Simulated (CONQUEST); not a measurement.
# Pd under changes of volume

One of the cells (14.750 Å³/atom); the others are scaled copies at fixed shape and fractional positions:

```
Pd
1.0
     2.75277    0.00000    0.00000
     0.00000    2.75277    0.00000
     0.00000    0.00000    3.89300
Pd
2
Direct
  0.00000 0.00000 0.00000
  0.50000 0.50000 0.50000
```

| Item | Value |
| --- | --- |
| Program | CONQUEST 1.3 |
| Functional | LDA |
| Potentials or basis | PseudoDojo NC LDA, DZP, grid of 32 × 32 × 40 points |
| k mesh | 8 × 8 × 6 |
| Occupations | fermi-dirac, width 0.05 eV |
| Spin | no spin polarisation |

```csv
volume (Å³/atom),energy over the lowest point (meV/atom),pressure (GPa)
13.865,10.89,8.4
14.160,0.68,2.9
14.455,0.00,-2.1
14.750,7.89,-6.2
15.045,?,?
15.340,43.52,-12.9
15.635,70.05,-15.6
```

Question: What does the run at 15.045 Å³/atom give?

Answer: Energy over the lowest point 22.61 meV/atom; pressure -9.6 GPa.

Worked out: A Birch-Murnaghan fit of order 3 (a polynomial in V^(-2/3)) to the other rows has its minimum at 14.33 Å³/atom with B0 = V·E''(V) = 232 GPa and B' = 5.9. It gives 22.59 meV/atom at 15.045 Å³/atom, against the run's 22.61, and -dE/dV = -9.8 GPa, against -9.6.

Energies are extrapolated to zero smearing.

Caveats: the basis of atomic orbitals isn't converged, which shifts pressures, moduli and gaps; the real-space grid breaks the cell's symmetry a little.
